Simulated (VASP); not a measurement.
## Results of a VASP single-point calculation on CdTe (strained zincblende)

POSCAR

```
Cd Te
 1.0000000000000000
     0.0000000000000000    3.1487569115000000    3.1487569115000000
     3.1487569115000000    0.0000000000000000    3.1487569115000000
     3.1487569115000000    3.1487569115000000    0.0000000000000000
 Cd  Te
   1   1
Cartesian
  0.0000000000000000  0.0000000000000000  0.0000000000000000
  1.5743784557500000  1.5743784557500000  1.5743784557500000
```

```
gap between bands v and c : 1.56 eV
least direct gap          : 1.56 eV
```

Band v is the last that the valence electrons fill when counted band by band, and c is the next. Levels in eV from the top of v:

| point | v−1 | v | c | c+1 |
| --- | --- | --- | --- | --- |
| Γ | 0.00 | 0.00 | 1.56 | 4.94 |
| X | -2.24 | -2.24 | 2.67 | 2.94 |
| K | -3.05 | -1.86 | 3.13 | 4.99 |
| L | -0.93 | -0.93 | 2.32 | 5.53 |
| W | -2.77 | -2.65 | 4.92 | 4.97 |

**Question.** Which of these levels of theory gave these results?
A. r²SCAN
B. PBE0
C. HSE06
D. PBEsol
E. PBE
F. PBE with spin–orbit coupling
G. LDA

**Answer.** A.

The INCAR was:

```
LASPH = .TRUE.
LELF = .TRUE.
NSW = 0
NBANDS = 16
NELM = 120
ISMEAR = 0
ALGO = Normal
EDIFF = 1E-7
LCHARG = .TRUE.
METAGGA = R2SCAN
ISIF = 2
LREAL = .FALSE.
ENCUT = 520
PREC = Accurate
IBRION = -1
SIGMA = 0.01
LWAVE = .FALSE.
```
